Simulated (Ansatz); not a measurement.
**Does SrTiO3 in Pm-3m form from SrO and TiO2?**

Plane-wave DFT in Ansatz with scalar-relativistic PAW potentials, cutoff 420 eV, Γ-centred meshes chosen by cell and gap, Gaussian smearing with energies taken to zero width. Every cell was relaxed (cell and atoms) in a run of its own, within the symmetry of its start. Functional: PBE.

The ternary relaxed to Pm-3m, 5 atoms in the computed cell, a = 3.936 Å; sites (symmetry × multiplicity) Sr m-3m × 1, Ti m-3m × 1, O 4/mm.m × 3.

Total energies hold large constants for each element; a whole number of eV per atom of each element is taken off below, which cancels in a balanced reaction.

```csv
compound,lowest structure computed,structures tried,V (Å³/atom),gap on mesh (eV),"E (eV per formula unit, common shift removed)"
SrTiO3,Pm-3m,1,12.20,1.84,-15.4875
SrO,Fm-3m,7,17.52,3.33,-5.6287
TiO2,I4_1/amd,8,11.66,2.14,-8.7499
```

Q: Balance the reaction and work out its energy at 0 K.

A: The balance is SrO + TiO2 → SrTiO3. ΔE = -1.109 eV per formula unit, -222 meV/atom, and the volume changes by -12.9 %. The ternary lies below these binaries, so it can form from them; whether it is stable also hangs on other ternaries and on other oxidation states, which this balance leaves out. Against the elements it is bound by 3.14 eV/atom, 14 times the size of this reaction energy: most of the binding is already in the binaries, and stability is decided by the small rest. A lower form of a binary that wasn't tried would raise the value, and a lower form of the ternary would lower it.